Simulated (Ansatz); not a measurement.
Take a crystal in which Ag has been replaced by Zr on all its sites, with the cell rescaled by a rough guess (in some cases also distorted within its space group) and nothing relaxed:

```
Zr
1.0
     3.46511    0.00000    0.00000
    -1.73256    3.00087    0.00000
     0.00000    0.00000   11.33131
Zr
4
Direct
  0.33333 0.66667 0.25000
  0.66667 0.33333 0.75000
  0.00000 0.00000 0.00000
  0.00000 0.00000 0.50000
```

The calculation used DFT PBE, scalar-relativistic, plane waves, PAW (Ansatz 0.2.0).

Cutoff 420 eV; k points 15×15×4 on the computed 4-atom cell (Γ-centred); Gaussian smearing, width 0.10 eV; no spin polarisation.

(1) What pressure does the cell carry?

(2) Is it a metal on this mesh?

## Answers

(1) The pressure is -14.2 GPa (positive in compression), so the cell would contract.

(2) Yes, a band crosses the Fermi level.